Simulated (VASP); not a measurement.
# MoS2 (R-3m) in VASP: notebook

One crystal, MoS2, is run at these levels: PBEsol; tasks: single point.

All numbers are computed with VASP 6.6.1; they aren't measurements. Logs are shortened: lines on timing, memory, paths and dates and some standing lists are left out, and cuts for length are marked.

### Step 1. The structure

Symmetry: R-3m, No. 166, trigonal system. Conventional cell: a = 3.171 Å, b = 3.171 Å, c = 18.345 Å, α = 90.00°, β = 90.00°, γ = 120.00°. Mo (site symmetry -3m) has 6 S at 2.39 Å as nearest neighbours. Around S (site symmetry 3m) lie 3 Mo at 2.39 Å.

Measurements of this composition are mostly on another form, of space group No. 194.

### Step 2. Single point, PBEsol, spin-orbit coupling, no magnetisation

Contents of INCAR:

```
SYSTEM = MoS2
  ALGO = Normal
  EDIFF = 1E-7
  ENCUT = 600
  GGA = PS
  GGA_COMPAT = .FALSE.
  ISIF = 2
  ISMEAR = 0
  LASPH = .TRUE.
  LCHARG = .FALSE.
  LMAXMIX = 4
  LORBIT = 11
  LREAL = .FALSE.
  LSORBIT = .TRUE.
  LWAVE = .FALSE.
  MAGMOM = 0 0 0 0 0 0 0 0 0
  NBANDS = 42
  NELM = 100
  PREC = Accurate
  SIGMA = 0.02
```

Contents of KPOINTS:

```
k-points
0
G
  3 3 3
  0 0 0
```

Contents of POSCAR:

```
MoS2
1.0
    1.5855000000      0.9153888518      6.1149966667
   -1.5855000000      0.9153888518      6.1149966667
    0.0000000000     -1.8307777036      6.1149966667
Mo S
1 2
Direct
    0.0000000000      0.0000000000      0.0000000000
    0.2500000000      0.2500000000      0.2500000000
    0.7500000000      0.7500000000      0.7500000000
```

Potentials or basis: VASP PAW PBE potentials, release 64 (Mo_sv, S).

On the command line:

```console
$ cat potpaw_PBE.64/Mo_sv/POTCAR potpaw_PBE.64/S/POTCAR > POTCAR
$ mpirun -np 1 vasp_ncl > vasp.out
```

OUTCAR:

```text
SYSTEM = MoS2
   EDIFF = 1E-7
   ENCUT = 600
   GGA = PS
   ISIF = 2
   ISMEAR = 0
   LASPH = .TRUE.
   LORBIT = 11
   LREAL = .FALSE.
   LSORBIT = .TRUE.
   NELM = 100
   PREC = Accurate

 Found      6 irreducible k-points:

 Following reciprocal coordinates:
            Coordinates               Weight
  0.000000  0.000000  0.000000      1.000000
  0.333333 -0.000000  0.000000      6.000000
  0.333333  0.333333  0.000000      6.000000
 -0.333333  0.333333  0.000000      6.000000
  0.333333  0.333333  0.333333      2.000000
 -0.333333  0.333333  0.333333      6.000000
   k-points           NKPTS =      6   k-points in BZ     NKDIM =      6   number of bands    NBANDS=     42
   number of dos      NEDOS =    301   number of ions     NIONS =      3
   total plane-waves  NPLWV = 157464
   dimension x,y,z NGX =    54 NGY =   54 NGZ =   54
   dimension x,y,z NGXF=   108 NGYF=  108 NGZF=  108
   ions per type =               1   2
   NGX,Y,Z   is equivalent  to a cutoff of  14.06, 14.06, 14.06 a.u.
   NGXF,Y,Z  is equivalent  to a cutoff of  28.13, 28.13, 28.13 a.u.
 SYSTEM =  MoS2
   PREC   = accura    normal or accurate (medium, high low for compatibility)
   ISTART =      0    job   : 0-new  1-cont  2-samecut
   ICHARG =      2    charge: 1-file 2-atom 10-const
   ISPIN  =      1    spin polarized calculation?
   LNONCOLLINEAR =      T non collinear calculations
   LSORBIT =      T    spin-orbit coupling
   LASPH  =      T    aspherical Exc in radial PAW
   ENCUT  =  600.0 eV  44.10 Ry    6.64 a.u.  12.75 12.75 12.75*2*pi/ulx,y,z
   NELM   =    100;   NELMIN=  2; NELMDL= -5     # of ELM steps
   EDIFF  = 0.1E-06   stopping-criterion for ELM
   LREAL  =      F    real-space projection
[... 7 lines left out ...]
   TEBEG  =    0.0;   TEEND  =   0.0 temperature during run
   PSTRESS=    0.0 pullay stress
   NELECT =      26.0000    total number of electrons
   NUPDOWN=      -1.0000    fix difference up-down
   EMIN   =  10.00;   EMAX   =-10.00  energy-range for DOS
   EFERMI =   0.00;   METHOD = LEGACY
   ISMEAR =     0;   SIGMA  =   0.02  broadening in eV -4-tet -1-fermi 0-gaus
   EFERMI_NEDOS =   21; number of points for ismear=-14 and -15
   IALGO  =     38    algorithm
   IMIX   =      4    mixing-type and parameters
     AMIX     =   0.40;   BMIX     =  1.00
     AMIX_MAG =   1.60;   BMIX_MAG =  1.00
  volume/ion in A,a.u.               =      17.75       119.78
  Fermi-wavevector in a.u.,A,eV,Ry     =   1.289118  2.436081 22.610522  1.661826
  Thomas-Fermi vector in A             =   2.421031
   LORBIT       =     11    0 simple, 1 ext, 2 COOP (PROOUT), +10 PAW based schemes
   GGA     = PS    functional components
   LHFCALC =     F    Hartree Fock is set to
   AEXX    =    0.0000 exact exchange contribution
   IVDW    =     0    specifies the selected vdW correction
   LEPSILON=     F    determine dielectric tensor
   LRPA    =     F    only Hartree local field effects (RPA)
 Gauss-broadening in eV      SIGMA  =   0.02
  energy-cutoff  :      600.00
  volume of cell :       53.25
 maximum number of plane-waves:      3600
 NGX is ok and might be reduce to    54
   NGX = 25   NGY = 25   NGZ = 25

 number of electron      26.0000000 magnetization      -0.0000000     -0.0000000     -0.0000000

 number of electron      26.0000000 magnetization       0.0000000      0.0000000      0.0000000

 number of electron      26.0000000 magnetization      -0.0000000      0.0000000      0.0000000

 number of electron      26.0000000 magnetization       0.0000000     -0.0000000     -0.0000000

 Free energy of the ion-electron system (eV)
  ---------------------------------------------------
  ext. energy  EPLUGINS =         0.00000000
  ---------------------------------------------------
  free energy    TOTEN  =       -22.80673566 eV

  energy without entropy =      -22.80673566  energy(sigma->0) =      -22.80673566

 E-fermi :   7.7526     XC(G=0): -10.9877

 val. band max:        7.6072697552   @ k =   0.0000   0.0000   0.0000
 cond. band min:       8.0650656615   @ k =  -0.3333   0.3333   0.0000
 fundamental gap:      0.4577959062
 Fermi energy:         7.7526244275

 k-point     1 :       0.0000    0.0000    0.0000
  band No.  band energies     occupation
      1     -54.0654      1.00000
      2     -54.0654      1.00000
      3     -29.7446      1.00000
      4     -29.7446      1.00000
      5     -27.3575      1.00000
      6     -27.3575      1.00000
[... 30 lines left out ...]
     37      14.3513      0.00000
     38      14.3513      0.00000

 k-point     2 :       0.3333   -0.0000    0.0000
  band No.  band energies     occupation
      1     -54.0349      1.00000
      2     -54.0349      1.00000
      3     -29.8374      1.00000
      4     -29.8374      1.00000
      5     -27.5118      1.00000
      6     -27.5118      1.00000
[... 30 lines left out ...]
     37      15.1477      0.00000
     38      15.1477      0.00000

 k-point     3 :       0.3333    0.3333    0.0000
  band No.  band energies     occupation
      1     -54.0349      1.00000
      2     -54.0349      1.00000
      3     -29.8374      1.00000
      4     -29.8374      1.00000
      5     -27.5118      1.00000
      6     -27.5118      1.00000
[... 30 lines left out ...]
     37      14.5127      0.00000
     38      14.5127      0.00000

 k-point     4 :      -0.3333    0.3333    0.0000
  band No.  band energies     occupation
      1     -54.0196      1.00000
      2     -54.0196      1.00000
      3     -29.8819      1.00000
      4     -29.8819      1.00000
      5     -27.5784      1.00000
      6     -27.5784      1.00000
[... 30 lines left out ...]
     37      15.9814      0.00000
     38      15.9814      0.00000

 k-point     5 :       0.3333    0.3333    0.3333
  band No.  band energies     occupation
      1     -54.0654      1.00000
      2     -54.0654      1.00000
      3     -29.7446      1.00000
      4     -29.7446      1.00000
      5     -27.3576      1.00000
      6     -27.3576      1.00000
[... 30 lines left out ...]
     37      15.3670      0.00000
     38      15.3670      0.00000

 k-point     6 :      -0.3333    0.3333    0.3333
  band No.  band energies     occupation
      1     -54.0349      1.00000
      2     -54.0349      1.00000
      3     -29.8374      1.00000
      4     -29.8374      1.00000
      5     -27.5118      1.00000
      6     -27.5118      1.00000
[... 30 lines left out ...]
     37      14.5778      0.00000
     38      14.5778      0.00000
 [bands above 38 left out]

------------------------ aborting loop because EDIFF is reached ----------------------------------------

  FORCE on cell =-STRESS in cart. coord.  units (eV):
  Direction    XX          YY          ZZ          XY          YZ          ZX
  --------------------------------------------------------------------------------------
  -------------------------------------------------------------------------------------
  Total        1.3109338      1.3109338      0.9180884      0.0000000      0.0000000      0.0000000
  in kB       39.4431861     39.4431861     27.6233108      0.0000000      0.0000000      0.0000000
  external PRESSURE =      35.5032277 kB  Pullay stress =       0.0000000 kB

 VOLUME and BASIS-vectors are now :
 -----------------------------------------------------------------------------
  energy-cutoff  :      600.00
  volume of cell :       53.25
      direct lattice vectors                 reciprocal lattice vectors
     1.585500000  0.915388852  6.114996667     0.315357931  0.182071986  0.054510796
    -1.585500000  0.915388852  6.114996667    -0.315357931  0.182071986  0.054510796
     0.000000000 -1.830777704  6.114996667     0.000000000 -0.364143973  0.054510796

 POSITION                                       TOTAL-FORCE (eV/Angst)
 -----------------------------------------------------------------------------------
      0.00000      0.00000      0.00000         0.000000     -0.000000     -0.000000
      0.00000      0.00000      4.58625         0.000000      0.000000     -0.148681
      0.00000      0.00000     13.75874         0.000000     -0.000000      0.148681
 -----------------------------------------------------------------------------------
    total drift:                                0.000000      0.000000     -0.000000

  FREE ENERGIE OF THE ION-ELECTRON SYSTEM (eV)
  ---------------------------------------------------
  free  energy   TOTEN  =       -22.8067356596 eV

  energy  without entropy=      -22.8067356596  energy(sigma->0) =      -22.80673566

 Spin-Orbit-Coupling matrix elements

 Ion:    1  E_soc:     -0.1914247
 l=   1
     0.0000000    -0.0294992    -0.0294858
    -0.0294992     0.0000000    -0.0294992
    -0.0294858    -0.0294992     0.0000000
 l=   2
     0.0000000    -0.0004924     0.0000000    -0.0004924    -0.0019788
    -0.0004924     0.0000000    -0.0014242    -0.0004312    -0.0004924
     0.0000000    -0.0014242     0.0000000    -0.0014242     0.0000000
    -0.0004924    -0.0004312    -0.0014242     0.0000000    -0.0004924
    -0.0019788    -0.0004924     0.0000000    -0.0004924     0.0000000
 l=   3
     0.0000000     0.0000000     0.0000000     0.0000000     0.0000000     0.0000000     0.0000000
     0.0000000     0.0000000     0.0000000     0.0000000     0.0000000     0.0000000     0.0000000
     0.0000000     0.0000000     0.0000000     0.0000000     0.0000000     0.0000000     0.0000000
     0.0000000     0.0000000     0.0000000     0.0000000     0.0000000     0.0000000     0.0000000
     0.0000000     0.0000000     0.0000000     0.0000000     0.0000000     0.0000000     0.0000000
     0.0000000     0.0000000     0.0000000     0.0000000     0.0000000     0.0000000     0.0000000
     0.0000000     0.0000000     0.0000000     0.0000000     0.0000000     0.0000000     0.0000000

 Ion:    2  E_soc:     -0.0021977
 l=   1
     0.0000000    -0.0003836    -0.0003317
    -0.0003836     0.0000000    -0.0003836
    -0.0003317    -0.0003836     0.0000000
 l=   2
     0.0000000     0.0000000     0.0000000     0.0000000     0.0000000
     0.0000000     0.0000000     0.0000000     0.0000000     0.0000000
     0.0000000     0.0000000     0.0000000     0.0000000     0.0000000
     0.0000000     0.0000000     0.0000000     0.0000000     0.0000000
     0.0000000     0.0000000     0.0000000     0.0000000     0.0000000
 l=   3
     0.0000000     0.0000000     0.0000000     0.0000000     0.0000000     0.0000000     0.0000000
     0.0000000     0.0000000     0.0000000     0.0000000     0.0000000     0.0000000     0.0000000
     0.0000000     0.0000000     0.0000000     0.0000000     0.0000000     0.0000000     0.0000000
     0.0000000     0.0000000     0.0000000     0.0000000     0.0000000     0.0000000     0.0000000
     0.0000000     0.0000000     0.0000000     0.0000000     0.0000000     0.0000000     0.0000000
     0.0000000     0.0000000     0.0000000     0.0000000     0.0000000     0.0000000     0.0000000
     0.0000000     0.0000000     0.0000000     0.0000000     0.0000000     0.0000000     0.0000000

 Ion:    3  E_soc:     -0.0021977
 l=   1
     0.0000000    -0.0003836    -0.0003317
    -0.0003836     0.0000000    -0.0003836
    -0.0003317    -0.0003836     0.0000000
 l=   2
     0.0000000     0.0000000     0.0000000     0.0000000     0.0000000
     0.0000000     0.0000000     0.0000000     0.0000000     0.0000000
     0.0000000     0.0000000     0.0000000     0.0000000     0.0000000
     0.0000000     0.0000000     0.0000000     0.0000000     0.0000000
     0.0000000     0.0000000     0.0000000     0.0000000     0.0000000
 l=   3
     0.0000000     0.0000000     0.0000000     0.0000000     0.0000000     0.0000000     0.0000000
     0.0000000     0.0000000     0.0000000     0.0000000     0.0000000     0.0000000     0.0000000
     0.0000000     0.0000000     0.0000000     0.0000000     0.0000000     0.0000000     0.0000000
     0.0000000     0.0000000     0.0000000     0.0000000     0.0000000     0.0000000     0.0000000
     0.0000000     0.0000000     0.0000000     0.0000000     0.0000000     0.0000000     0.0000000
     0.0000000     0.0000000     0.0000000     0.0000000     0.0000000     0.0000000     0.0000000
     0.0000000     0.0000000     0.0000000     0.0000000     0.0000000     0.0000000     0.0000000

 total charge

# of ion       s       p       d       tot
------------------------------------------
    1        2.308   6.235   3.956  12.499
    2        1.357   2.340   0.000   3.697
    3        1.357   2.340   0.000   3.697
--------------------------------------------------
tot          5.022  10.916   3.956  19.893

 magnetization (x)

# of ion       s       p       d       tot
------------------------------------------
    1       -0.000   0.000  -0.000  -0.000
    2        0.000   0.000   0.000   0.000
    3        0.000   0.000   0.000   0.000
--------------------------------------------------
tot         -0.000   0.000  -0.000  -0.000

 magnetization (y)

# of ion       s       p       d       tot
------------------------------------------
    1        0.000   0.000   0.000   0.000
    2        0.000   0.000   0.000   0.000
    3        0.000   0.000   0.000   0.000
--------------------------------------------------
tot          0.000   0.000   0.000   0.000

 magnetization (z)

# of ion       s       p       d       tot
------------------------------------------
    1        0.000   0.000   0.000   0.000
    2        0.000   0.000   0.000   0.000
    3        0.000   0.000   0.000   0.000
--------------------------------------------------
tot          0.000   0.000   0.000   0.000
```

Run time: 2.4 min. Hardware: 1 thread of Intel Xeon 6975P-C (Granite Rapids), shared host; peak memory 0.88 GiB.

These settings aren't checked as converged: the numbers below hold their error.

Results:

* Free energy: -22.8067 eV
* Pressure: 3.6 GPa
* Largest force: 0.149 eV/Å
* Valence electrons inside the program's atomic spheres: Mo 12.50; S 3.70

Caveat: the k mesh is coarse (spacing up to 0.77 Å⁻¹), so the values aren't converged; the PAW data sets were made with another functional, which shifts forces and pressure a little; the cell's inner coordinates are idealised or old, which leaves forces on the atoms.

### Step 3. Single point, PBEsol, spin-orbit coupling, no magnetisation

INCAR: that of step 2 with these lines changed.

```diff
@@ -3,3 +3,3 @@
   EDIFF = 1E-7
-  ENCUT = 600
+  ENCUT = 250
   GGA = PS
```

Contents of KPOINTS:

```
k-points
0
G
  5 5 5
  0 0 0
```

POSCAR is that of step 2.

Potentials or basis: VASP PAW PBE potentials, release 64 (Mo_sv, S).

On the command line:

```console
$ cat potpaw_PBE.64/Mo_sv/POTCAR potpaw_PBE.64/S/POTCAR > POTCAR
$ mpirun -np 1 vasp_ncl > vasp.out
```

OUTCAR:

```text
SYSTEM = MoS2
   EDIFF = 1E-7
   ENCUT = 250
   GGA = PS
   ISIF = 2
   ISMEAR = 0
   LASPH = .TRUE.
   LORBIT = 11
   LREAL = .FALSE.
   LSORBIT = .TRUE.
   NELM = 100
   PREC = Accurate

 Found     19 irreducible k-points:

 Following reciprocal coordinates:
            Coordinates               Weight
  0.000000  0.000000  0.000000      1.000000
  0.200000  0.000000 -0.000000      6.000000
  0.400000  0.000000  0.000000      6.000000
  0.200000  0.200000 -0.000000      6.000000
  0.400000  0.200000  0.000000     12.000000
 -0.400000  0.200000  0.000000     12.000000
   k-points           NKPTS =     19   k-points in BZ     NKDIM =     19   number of bands    NBANDS=     42
   number of dos      NEDOS =    301   number of ions     NIONS =      3
[... 417 lines left out ...]
     0.0000000     0.0000000     0.0000000     0.0000000     0.0000000     0.0000000     0.0000000
     0.0000000     0.0000000     0.0000000     0.0000000     0.0000000     0.0000000     0.0000000
     0.0000000     0.0000000     0.0000000     0.0000000     0.0000000     0.0000000     0.0000000
     0.0000000     0.0000000     0.0000000     0.0000000     0.0000000     0.0000000     0.0000000
     0.0000000     0.0000000     0.0000000     0.0000000     0.0000000     0.0000000     0.0000000

 total charge

# of ion       s       p       d       tot
------------------------------------------
    1        2.306   6.243   3.981  12.530
    2        1.362   2.345   0.000   3.706
    3        1.362   2.345   0.000   3.706
--------------------------------------------------
tot          5.030  10.932   3.981  19.943

 magnetization (x)

# of ion       s       p       d       tot
------------------------------------------
    1        0.000   0.000   0.000   0.000
    2        0.000   0.000   0.000   0.000
    3        0.000   0.000   0.000   0.000
--------------------------------------------------
tot          0.000   0.000   0.000   0.000

 magnetization (y)

# of ion       s       p       d       tot
------------------------------------------
    1        0.000   0.000  -0.000  -0.000
    2        0.000   0.000   0.000   0.000
    3        0.000   0.000   0.000   0.000
--------------------------------------------------
tot          0.000   0.000  -0.000  -0.000

 magnetization (z)

# of ion       s       p       d       tot
------------------------------------------
    1        0.000   0.000   0.000   0.000
    2        0.000   0.000   0.000   0.000
    3        0.000   0.000   0.000   0.000
--------------------------------------------------
tot          0.000   0.000   0.000   0.000
```

It took 74 s on 1 thread of Intel Xeon 6975P-C (Granite Rapids), shared host; peak memory 0.37 GiB.

The run converged, but a check on its numbers failed (symmetry, net force, bounds or a known fault of this set-up), so they aren't taken as properties of the crystal.

Caveat: the k mesh is coarse (spacing up to 0.46 Å⁻¹), so the values aren't converged; the cutoff lies under the usual one of these potentials, so the numbers hold a large basis-set error; the PAW data sets were made with another functional, which shifts forces and pressure a little; the cell's inner coordinates are idealised or old, which leaves forces on the atoms.

(Continued in part 2 of 2.)
